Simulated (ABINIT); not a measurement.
# Ta (Im-3m) in ABINIT: a series of runs

One crystal, Ta, is run at these levels: LDA, WC; tasks: band structure, equation of state.

Program: ABINIT 10.8.3 (patched build). These are calculated values, not measurements. Logs are shortened: lines on timing, memory, paths and dates and some standing lists are left out, and cuts for length are marked. The log counts tension as positive stress, the text compression.

**What was measured.**

“Pressure effects on the electronic structure and superconductivity of (TaNb)0.67(HfZrTi)0.33 high entropy alloy”, 2019, arxiv:1910.08312 quotes, for a bulk crystal of Ta: bulk modulus 194 GPa.

The runs below are set against these values where they give the same quantity.

**1. The structure**

It takes space group Im-3m (No. 229, cubic). The conventional cell has a = 3.303 Å, b = 3.303 Å, c = 3.303 Å, α = 90.00°, β = 90.00°, γ = 90.00°. Ta (site symmetry m-3m) is surrounded by 8 Ta at 2.86 Å.

**2. Band structure, LDA, spin-orbit coupling, no magnetisation**

run.abi

```
# Datasets: ground state, then fixed potential
ndtset 2

# Pseudopotentials
pp_dirpath "./"
pseudos "Ta.hgh"

# Structure
acell 3*1.0 Angstrom
rprim
    -1.6512800000     1.6512800000     1.6512800000
     1.6512800000    -1.6512800000     1.6512800000
     1.6512800000     1.6512800000    -1.6512800000
ntypat 1
znucl 73
natom 1
typat 1
xred
     0.0000000000     0.0000000000     0.0000000000

# Plane-wave basis
ecut 16.0

# Exchange and correlation
ixc 7

# Bands and occupations
occopt 3
tsmear 0.05 eV

# Spin
nspinor 2
nspden 1
so_psp 1*1

# SCF cycle
nstep 100

# Output
iomode 3
prtwf 0
prteig 0
prtebands 0
prtden1 1

# Dataset 1
kptopt1 1
ngkpt1 11 11 11
nshiftk1 1
shiftk1 0.0 0.0 0.0
nband1 14
tolvrs1 1.0e-10

# Dataset 2: bands along G-H-N-G-P-H
iscf2 -2
getden2 1
nband2 22
nbdbuf2 2
tolwfr2 1.0e-12
kptopt2 -5
ndivsm2 8
prteig2 1
kptbounds2
     0.0000000000     0.0000000000     0.0000000000
     0.5000000000    -0.5000000000     0.5000000000
     0.0000000000     0.0000000000     0.5000000000
     0.0000000000     0.0000000000     0.0000000000
     0.2500000000     0.2500000000     0.2500000000
     0.5000000000    -0.5000000000     0.5000000000
```

Potentials or basis: HGH LDA.

Launch:

```bash
abinit run.abi > log 2>&1
```

run.abo:

```text
.Version 10.8.3 of ABINIT
 DATASET    1 : space group Im -3 m (#229); Bravais cI (body-center cubic)
================================================================================
 Values of the parameters that define the memory need for DATASET  1.
     intxc =       0    ionmov =       0      iscf =       7    lmnmax =      10
     lnmax =      10     mgfft =      20  mpssoang =       5    mqgrid =    3001
     natom =       1  nloc_mem =       1    nspden =       1   nspinor =       2
    nsppol =       1      nsym =      48    n1xccc =       0    ntypat =       1
    occopt =       3   xclevel =       1
       mpw =         379          nfft =        8000          nkpt =          56
================================================================================
================================================================================

 DATASET    2 : space group Im -3 m (#229); Bravais cI (body-center cubic)
================================================================================
 Values of the parameters that define the memory need for DATASET  2.
     intxc =       0    ionmov =       0      iscf =      -2    lmnmax =      10
     lnmax =      10     mgfft =      20  mpssoang =       5    mqgrid =    3001
     natom =       1  nloc_mem =       1    nspden =       1   nspinor =       2
    nsppol =       1      nsym =      48    n1xccc =       0    ntypat =       1
    occopt =       3   xclevel =       1
       mpw =         384          nfft =        8000          nkpt =          48
================================================================================
================================================================================

--------------------------------------------------------------------------------
------------- Echo of variables that govern the present computation ------------
--------------------------------------------------------------------------------
 -outvars: echo values of preprocessed input variables --------
            acell      1.8897261259E+00  1.8897261259E+00  1.8897261259E+00 Bohr
              amu      1.80947900E+02
             ecut      1.60000000E+01 Hartree
           getden1          0
           getden2          1
             iscf1          7
             iscf2         -2
                       outvar_i_n : Printing only first  50 k-points.
              ixc           7
           jdtset        1    2
                       outvar_i_n : Printing only first  50 k-points.
           kptopt1          1
           kptopt2         -5
         kptrlatt       11    0    0      0   11    0      0    0   11
          kptrlen1     5.94528804E+01
          kptrlen2     3.00000000E+01
            natom           1
            nband1         14
            nband2         22
           nbdbuf1          0
           nbdbuf2          2
           ndtset           2
           ndivsm1          0
           ndivsm2          8
            ngfft          20      20      20
             nkpt1         56
             nkpt2         48
          nspinor           2
            nstep         100
             nsym          48
           ntypat           1
                       prtocc : prtvol=0, do not print more k-points.
           occopt           3
        prtebands           0
           prteig1          0
           prteig2          1
            prtwf           0
            rprim     -1.6512800000E+00  1.6512800000E+00  1.6512800000E+00
                       1.6512800000E+00 -1.6512800000E+00  1.6512800000E+00
                       1.6512800000E+00  1.6512800000E+00 -1.6512800000E+00
           shiftk1     0.00000000E+00  0.00000000E+00  0.00000000E+00
           shiftk2     5.00000000E-01  5.00000000E-01  5.00000000E-01
          spgroup         229
           tolvrs1     1.00000000E-10
           tolvrs2     0.00000000E+00
[... 183 lines left out ...]
 R(3)=  3.1204670  3.1204670 -3.1204670  G(3)=  0.1602324  0.1602324  0.0000000
 Unit cell volume ucvol=  1.2153987E+02 bohr^3
 Angles (23,13,12)=  1.09471221E+02  1.09471221E+02  1.09471221E+02 degrees

 getcut: wavevector=  0.0000  0.0000  0.0000  ngfft=  20  20  20
         ecut(hartree)=     16.000   => boxcut(ratio)=   2.06019
--------------------------------------------------------------------------------

================================================================================
 Non-SCF case, kpt    1 (  0.00000  0.00000  0.00000), residuals and eigenvalues=
  1.15E-13  7.03E-13  7.94E-14  5.41E-13  5.55E-14  3.39E-13  2.71E-14  2.98E-13
  7.70E-14  5.56E-13  5.15E-13  9.19E-13  3.05E-13  8.84E-13  3.31E-13  7.52E-13
  1.74E-13  3.52E-13  6.50E-13  9.20E-13  7.30E-13  6.59E-13
 -2.0277E-01 -2.0277E-01  1.0740E-01  1.0740E-01  1.0740E-01  1.0740E-01
  1.2299E-01  1.2299E-01  2.4139E-01  2.4139E-01  2.4139E-01  2.4139E-01
  7.0100E-01  7.0100E-01  7.0100E-01  7.0100E-01  7.0100E-01  7.0100E-01
  1.0276E+00  1.0276E+00  1.0440E+00  1.0440E+00
 Non-SCF case, kpt    2 (  0.04545 -0.04545  0.04545), residuals and eigenvalues=
  8.97E-14  4.14E-13  1.41E-13  7.46E-13  1.74E-13  3.03E-13  9.00E-14  1.73E-13
  1.01E-13  6.57E-13  3.12E-13  4.26E-13  3.68E-13  5.27E-13  1.94E-13  4.27E-13
  1.40E-13  2.10E-13  8.35E-13  5.21E-13  5.87E-06  2.82E-04
 -1.9637E-01 -1.9637E-01  1.0654E-01  1.0654E-01  1.0909E-01  1.0909E-01
  1.2387E-01  1.2387E-01  2.3055E-01  2.3055E-01  2.4527E-01  2.4527E-01
[... 356 lines left out ...]
  3.70E-13  6.95E-13  2.24E-13  5.82E-13  1.15E-13  3.31E-13  5.15E-14  1.49E-13
  2.94E-13  8.45E-13  4.65E-13  6.64E-13  4.39E-13  3.74E-13
 -4.1573E-02 -4.1573E-02 -4.1185E-02 -4.1185E-02  2.8277E-01  2.8277E-01
  3.2668E-01  3.2668E-01  3.3552E-01  3.3552E-01  3.9318E-01  3.9318E-01
  4.5326E-01  4.5326E-01  4.6204E-01  4.6204E-01  6.8791E-01  6.8791E-01
  1.0194E+00  1.0194E+00  1.0202E+00  1.0202E+00
 Non-SCF case, kpt   48 (  0.50000 -0.50000  0.50000), residuals and eigenvalues=
  3.82E-13  7.01E-13  3.49E-13  8.52E-13  2.28E-13  6.68E-13  4.97E-13  7.12E-13
  2.04E-13  3.60E-13  1.02E-13  2.36E-13  1.66E-13  2.94E-13  2.08E-13  3.56E-13
  5.65E-14  7.43E-13  3.63E-13  8.70E-13  2.45E-11  3.31E-08
 -4.5216E-02 -4.5216E-02 -4.5216E-02 -4.5216E-02  3.3639E-01  3.3639E-01
  3.3639E-01  3.3639E-01  3.5503E-01  3.5503E-01  3.5979E-01  3.5979E-01
  4.4117E-01  4.4117E-01  4.4117E-01  4.4117E-01  6.6505E-01  6.6505E-01
  1.0307E+00  1.0307E+00  1.0307E+00  1.0307E+00

--- !ResultsGS
iteration_state: {dtset: 2, }
comment   : Summary of ground state results
lattice_vectors:
- [ -3.1204670,   3.1204670,   3.1204670, ]
- [  3.1204670,  -3.1204670,   3.1204670, ]
- [  3.1204670,   3.1204670,  -3.1204670, ]
lattice_lengths: [   5.40481,    5.40481,    5.40481, ]
lattice_angles: [109.471, 109.471, 109.471, ] # degrees, (23, 13, 12)
lattice_volume:   1.2153987E+02
convergence: {deltae:  0.000E+00, res2:  0.000E+00, residm:  1.000E-12, diffor:  0.000E+00, }
etotal    :  -5.11003385E+00
entropy   :   0.00000000E+00
fermie    :   8.67344231E-02
cartesian_stress_tensor: null
pressure_GPa: null
xred      :
- [  0.0000E+00,   0.0000E+00,   0.0000E+00, Ta]
cartesian_forces: null
force_length_stats: {min: null, max: null, mean: null, }
...

 Integrated electronic density in atomic spheres:
 ------------------------------------------------
 Atom  Sphere_radius  Integrated_density
    1        2.00000          1.76049522
================================================================================

 ----iterations are completed or convergence reached----

 Mean square residual over all n,k,spin=   39.929E-14; max=  99.998E-14
 reduced coordinates (array xred) for    1 atoms
       0.000000000000      0.000000000000      0.000000000000

 cartesian coordinates (angstrom) at end:
    1      0.00000000000000     0.00000000000000     0.00000000000000
 length scales=  1.889726125908  1.889726125908  1.889726125908 bohr
              =  1.000000000000  1.000000000000  1.000000000000 angstroms
 Eigenvalues (hartree) for nkpt=  48  k points:
 kpt#   1, nband= 22, wtk=  1.00000, kpt=  0.0000  0.0000  0.0000 (reduced coord)
  -0.20277   -0.20277    0.10740    0.10740    0.10740    0.10740    0.12299    0.12299
   0.24139    0.24139    0.24139    0.24139    0.70100    0.70100    0.70100    0.70100
   0.70100    0.70100    1.02763    1.02763    1.04404    1.04404
 kpt#   2, nband= 22, wtk=  1.00000, kpt=  0.0455 -0.0455  0.0455 (reduced coord)
  -0.19637   -0.19637    0.10654    0.10654    0.10909    0.10909    0.12387    0.12387
   0.23055    0.23055    0.24527    0.24527    0.71290    0.71290    0.71300    0.71300
   0.71397    0.71397    0.96467    0.96467    1.02807    1.03101
 kpt#   3, nband= 22, wtk=  1.00000, kpt=  0.0909 -0.0909  0.0909 (reduced coord)
  -0.17767   -0.17767    0.10486    0.10486    0.11180    0.11180    0.12962    0.12962
   0.20221    0.20221    0.25606    0.25606    0.74670    0.74670    0.74717    0.74717
   0.74898    0.74898    0.86110    0.86110    1.00565    1.00584
 kpt#   4, nband= 22, wtk=  1.00000, kpt=  0.1364 -0.1364  0.1364 (reduced coord)
  -0.14826   -0.14826    0.10458    0.10458    0.11394    0.11394    0.14215    0.14215
   0.16611    0.16611    0.27060    0.27060    0.76372    0.76372    0.79187    0.79187
   0.79951    0.79951    0.80201    0.80201    0.96917    0.96926
 kpt#   5, nband= 22, wtk=  1.00000, kpt=  0.1818 -0.1818  0.1818 (reduced coord)
[... 161 lines left out ...]
   0.28646    0.28646    0.45687    0.45687    0.49290    0.49290    0.50856    0.50856
   0.81164    0.81164    0.95674    0.95674    0.96131    0.96131
 kpt#  46, nband= 22, wtk=  1.00000, kpt=  0.4500 -0.3500  0.4500 (reduced coord)
  -0.03106   -0.03106   -0.02952   -0.02952    0.20904    0.20904    0.30258    0.30258
   0.30661    0.30661    0.43181    0.43181    0.47980    0.47980    0.48077    0.48077
   0.74649    0.74649    0.99083    0.99083    0.99354    0.99354
 kpt#  47, nband= 22, wtk=  1.00000, kpt=  0.4750 -0.4250  0.4750 (reduced coord)
  -0.04157   -0.04157   -0.04119   -0.04119    0.28277    0.28277    0.32668    0.32668
   0.33552    0.33552    0.39318    0.39318    0.45326    0.45326    0.46204    0.46204
   0.68791    0.68791    1.01935    1.01935    1.02022    1.02022
 kpt#  48, nband= 22, wtk=  1.00000, kpt=  0.5000 -0.5000  0.5000 (reduced coord)
  -0.04522   -0.04522   -0.04522   -0.04522    0.33639    0.33639    0.33639    0.33639
   0.35503    0.35503    0.35979    0.35979    0.44117    0.44117    0.44117    0.44117
   0.66505    0.66505    1.03074    1.03074    1.03074    1.03074

== END DATASET(S) ==============================================================
================================================================================

 -outvars: echo values of variables after computation  --------
            acell      1.8897261259E+00  1.8897261259E+00  1.8897261259E+00 Bohr
           etotal1    -5.1100338521E+00
            fcart1    -0.0000000000E+00 -0.0000000000E+00 -0.0000000000E+00
            rprim     -1.6512800000E+00  1.6512800000E+00  1.6512800000E+00
                       1.6512800000E+00 -1.6512800000E+00  1.6512800000E+00
                       1.6512800000E+00  1.6512800000E+00 -1.6512800000E+00
           strten1     3.5616530066E-04  3.5616530066E-04  3.5616530066E-04
                       0.0000000000E+00  0.0000000000E+00  0.0000000000E+00
 Calculation completed.
```

Run time: 22 s. Hardware: 1 thread of AMD EPYC 7R43 (Zen 3), shared host; peak memory 0.11 GiB.

Results:

- Free energy: -139.0511 eV
- Pressure: -10.5 GPa
- Band gap on the k mesh: none (metal or under the smearing width)
- Valence electrons inside the program's atomic spheres: Ta 1.76 (radii [1.0584] Å)

Levels at the corners of the path, in eV from the Fermi level:
```
point  band 1  band 2  band 3  band 4  band 5  band 6  band 7  band 8
    Γ   -7.88   -7.88    0.56    0.56    0.56    0.56    0.99    0.99
    H   -3.59   -3.59   -3.59   -3.59    6.79    6.79    6.79    6.79
    N   -4.26   -4.26   -1.51   -1.51    1.54    1.54    3.98    3.98
    Γ   -7.88   -7.88    0.56    0.56    0.56    0.56    0.99    0.99
    P   -1.67   -1.67   -1.08   -1.08   -1.08   -1.08    5.24    5.24
    H   -3.59   -3.59   -3.59   -3.59    6.79    6.79    6.79    6.79
```

Caveat: HGH potentials are hard and often keep d shells in the core, so these values are rough.

**3. Equation of state, WC**

run.abi

```
ndtset 7
getwfk -1
scalecart1 3*0.9795861087
scalecart2 3*0.9864848297
scalecart3 3*0.9932883884
scalecart4 3*1.0000000000
scalecart5 3*1.0066227096
scalecart6 3*1.0131594038
scalecart7 3*1.0196128224

pp_dirpath "./"
pseudos "Ta.GGA_PBE-JTH.xml"

acell 3*1.0
rprim
    -3.1204669551     3.1204669551     3.1204669551
     3.1204669551    -3.1204669551     3.1204669551
     3.1204669551     3.1204669551    -3.1204669551
ntypat 1
znucl 73
natom 1
typat 1
xred
     0.0000000000     0.0000000000     0.0000000000

ecut 15.0
pawecutdg 30.0

kptopt 1
ngkpt 11 11 11
nshiftk 1
shiftk 0.0 0.0 0.0

ixc 23

nband 11
occopt 3
tsmear 0.05 eV

nstep 100
tolvrs 1.0e-9

iomode 3
prtwf 1
prtden 0
prteig 0
prtebands 0
enunit 1
```

Potentials or basis: JTH PAW PBE v2.0.

Launch:

```bash
abinit run.abi > log 2>&1
```

Wall time 34 s (1 thread of AMD EPYC 7R43 (Zen 3), shared host); peak memory 0.13 GiB.

Results (log left out):

```yaml
Equilibrium_volume: 17.74 Å³/atom
Bulk_modulus: 209 GPa
Pressure_derivative_of_the_bulk_modulus: 3.9
```

Energy against volume, from the lowest point:
```csv
volume (Å³/atom),energy (meV/atom)
16.930,25.72
17.290,7.57
17.650,0.00
18.010,2.60
18.371,13.85
18.731,33.00
19.091,59.68
```

Caveat: the cutoff is too short for stress, so the log's stress isn't used; pressures at fixed basis lie under the slope of the energies; the PAW data sets were made with another functional, which shifts forces and pressure a little. Spin-orbit coupling is left out, which matters for the levels of Ta.

**4. Band structure, LDA, spin-orbit coupling, no magnetisation**

run.abi

```
# Datasets: ground state, then fixed potential
ndtset 2

# Pseudopotentials
pp_dirpath "./"
pseudos "Ta.LDA_PW-JTH.xml"

# Structure
acell 3*1.0
rprim
    -3.1204669551     3.1204669551     3.1204669551
     3.1204669551    -3.1204669551     3.1204669551
     3.1204669551     3.1204669551    -3.1204669551
ntypat 1
znucl 73
natom 1
typat 1
xred
     0.0000000000     0.0000000000     0.0000000000

# Plane-wave basis
ecut 15.0
pawecutdg 30.0

# Exchange and correlation
ixc 7

# Bands and occupations
occopt 3
tsmear 0.05 eV

# Spin
nspinor 2
nspden 1
pawspnorb 1

# SCF cycle
nstep 100

# Output
iomode 3
prtwf 0
prteig 0
prtebands 0
prtden1 1

# Dataset 1
kptopt1 4
ngkpt1 11 11 11
nshiftk1 1
shiftk1 0.0 0.0 0.0
nband1 22
tolvrs1 1.0e-9

# Dataset 2: bands along G-H-N-G-P-H
iscf2 -2
getden2 1
nband2 30
nbdbuf2 2
tolwfr2 1.0e-12
kptopt2 -5
ndivsm2 8
prteig2 1
kptbounds2
     0.0000000000     0.0000000000     0.0000000000
     0.5000000000    -0.5000000000     0.5000000000
     0.0000000000     0.0000000000     0.5000000000
     0.0000000000     0.0000000000     0.0000000000
     0.2500000000     0.2500000000     0.2500000000
     0.5000000000    -0.5000000000     0.5000000000
```

Potentials or basis: JTH PAW LDA v2.0.

Launch:

```bash
abinit run.abi > log 2>&1
```

It took 48 s on 1 thread of AMD EPYC 7R43 (Zen 3), shared host; peak memory 0.11 GiB.

Results (log left out):

```yaml
Free_energy: -1613.0809 eV
Band_gap_on_the_k_mesh: none (metal or under the smearing width)
Valence_electrons_inside_the_program's_atomic_spheres: Ta 10.70 (radii [1.2805] Å)
```

Levels at the corners of the path, in eV from the Fermi level:
| point | band 10 | band 11 | band 12 | band 13 | band 14 | band 15 |
| --- | --- | --- | --- | --- | --- | --- |
| Γ | -7.86 | 0.53 | 0.53 | 0.53 | 0.53 | 0.96 |
| H | -3.79 | -3.79 | -3.79 | 6.60 | 6.60 | 6.60 |
| N | -4.36 | -1.57 | -1.57 | 1.74 | 1.74 | 3.81 |
| Γ | -7.86 | 0.53 | 0.53 | 0.53 | 0.53 | 0.96 |
| P | -1.57 | -1.00 | -1.00 | -1.00 | -1.00 | 5.01 |
| H | -3.79 | -3.79 | -3.79 | 6.60 | 6.60 | 6.60 |

Caveat: the cutoff is too short for stress, so the log's stress isn't used.

**5. Band structure, WC, spin-orbit coupling, no magnetisation**

Changes to run.abi since step 4:

```diff
@@ -1,9 +1,6 @@
-# Datasets: ground state, then fixed potential
 ndtset 2
 
-# Pseudopotentials
 pp_dirpath "./"
-pseudos "Ta.LDA_PW-JTH.xml"
+pseudos "Ta.GGA_PBE-JTH.xml"
 
-# Structure
 acell 3*1.0
@@ -20,3 +17,2 @@
 
-# Plane-wave basis
 ecut 15.0
@@ -24,6 +20,4 @@
 
-# Exchange and correlation
-ixc 7
+ixc 23
 
-# Bands and occupations
 occopt 3
@@ -31,3 +25,2 @@
 
-# Spin
 nspinor 2
@@ -36,6 +29,4 @@
 
-# SCF cycle
 nstep 100
 
-# Output
 iomode 3
@@ -44,5 +35,5 @@
 prtebands 0
+enunit 1
 prtden1 1
 
-# Dataset 1
 kptopt1 4
@@ -54,3 +45,2 @@
 
-# Dataset 2: bands along G-H-N-G-P-H
 iscf2 -2
@@ -61,4 +51,5 @@
 kptopt2 -5
-ndivsm2 8
+ndivsm2 6
 prteig2 1
+prtvol2 -3
 kptbounds2
```

Potentials or basis: JTH PAW PBE v2.0.

Launch:

```bash
abinit run.abi > log 2>&1
```

It took 43 s on 1 thread of AMD EPYC 7R43 (Zen 3), shared host; peak memory 0.11 GiB.

The run converged. Its results:

```yaml
Free_energy: -1607.9500 eV
Band_gap_on_the_k_mesh: none (metal or under the smearing width)
Valence_electrons_inside_the_program's_atomic_spheres: Ta 10.68 (radii [1.2805] Å)
```

Levels at the corners of the path, in eV from the Fermi level:
| point | band 9 | band 10 | band 11 | band 12 | band 13 | band 14 | band 15 | band 16 |
| --- | --- | --- | --- | --- | --- | --- | --- | --- |
| Γ | -7.89 | -7.89 | 0.57 | 0.57 | 0.57 | 0.57 | 0.99 | 0.99 |
| H | -3.80 | -3.80 | -3.80 | -3.80 | 6.64 | 6.64 | 6.64 | 6.64 |
| N | -4.37 | -4.37 | -1.55 | -1.55 | 1.66 | 1.66 | 3.86 | 3.86 |
| Γ | -7.89 | -7.89 | 0.57 | 0.57 | 0.57 | 0.57 | 0.99 | 0.99 |
| P | -1.59 | -1.59 | -1.02 | -1.02 | -1.02 | -1.02 | 5.07 | 5.07 |
| H | -3.80 | -3.80 | -3.80 | -3.80 | 6.64 | 6.64 | 6.64 | 6.64 |

Caveat: the cutoff is too short for stress, so the log's stress isn't used; the PAW data sets were made with another functional, which shifts forces and pressure a little.

**6. For comparison**

An earlier run on the cell as given: functional PBE; potentials or basis JTH PAW PBE v2.0; cutoff 517 eV; k mesh 11 × 11 × 11; occupations fermi-dirac, width 0.05 eV; no spin polarisation.

- Pressure: 2.4 GPa
- Band gap on the k mesh: none (metal or under the smearing width)
- Valence electrons inside the program's atomic spheres: Ta 10.66 (radii [1.2805] Å)

**7. The runs side by side**

```csv
task,level,potentials or basis,spin,cutoff (eV),fine-grid cutoff,gap on the mesh (eV)
equation of state,WC,JTH PAW PBE v2.0,off,408,816.342 eV,-
band structure,LDA,JTH PAW LDA v2.0,"SOC, no magnetisation",408,816.342 eV,none
band structure,WC,JTH PAW PBE v2.0,"SOC, no magnetisation",408,816.342 eV,none
single point,PBE,JTH PAW PBE v2.0,off,517,1034.03 eV,none
```

Alike in all rows: cell as given; k mesh 11 × 11 × 11; smearing fermi-dirac 0.05 eV.

Caveats: the PAW data sets were made with another functional, which shifts forces and pressure a little (some runs); pressures at fixed basis lie under the slope of the energies (some runs).

Absolute energies hang on the potentials; compare differences alone.

**8. How close it comes**

Step 3. Measured bulk modulus of Ta: 194 GPa (quoted in “Pressure effects on the electronic structure and superconductivity of (TaNb)0.67(HfZrTi)0.33 high entropy alloy”, 2019, arxiv:1910.08312). This calculation gives 209 GPa (+7.9 %). The fit is for a static lattice scaled at fixed shape and fixed fractional positions.
